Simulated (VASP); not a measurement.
Write the native input for VASP 6.6.1 that does the following.

```yaml
Task: single point
Functional: PBEsol
Potentials_or_basis: VASP PAW PBE potentials, release 64 (W_sv)
Cutoff: 520 eV
k_mesh: 14 × 14 × 14
Occupations: fermi-dirac, width 0.1 eV
Spin: no spin polarisation
Dipole_correction: no
Further_INCAR_settings: ALGO = Normal; EDIFF = 1e-06; NBANDS = 13
```

The structure of W lies in POSCAR:

```
W
1.0
    2.5008349767      0.0000000000      0.0000000000
    0.0000000000      2.5008349767      0.0000000000
    0.0000000000      0.0000000000      2.5008349767
W
1
Direct
    0.0000000000      0.0000000000      0.0000000000
```

This isn't the form of W at room conditions, which is bcc.

These files were run (other wordings do the same):

INCAR

```
PREC = Accurate
ENCUT = 520
EDIFF = 1E-6
ISMEAR = -1
SIGMA = 0.1
LREAL = False
LASPH = True
NELM = 80
ALGO = Normal
ISIF = 2
LWAVE = False
LCHARG = False
GGA = PS
NBANDS = 13
```

KPOINTS

```
regular mesh
0
Gamma
  14 14 14
```

Potentials or basis: VASP PAW PBE potentials, release 64 (W_sv).

Run with:

```console
$ cat potpaw_PBE.64/W_sv/POTCAR > POTCAR
$ mpirun -np 1 vasp_std > vasp.out
```

It gave:

```yaml
Pressure: 39.3 GPa
Band_gap_on_the_k_mesh: none (metal or under the smearing width)
```

Caveat: a pressure of tens of GPa on the cell as given is suspect, and the run, the potentials or the cell itself is likely at fault; the PAW data sets were made with another functional, which shifts forces and pressure a little.

It took 12 s on 1 thread of AMD EPYC 9R14 (Zen 4), with other jobs on the host, peak memory 0.11 GiB.
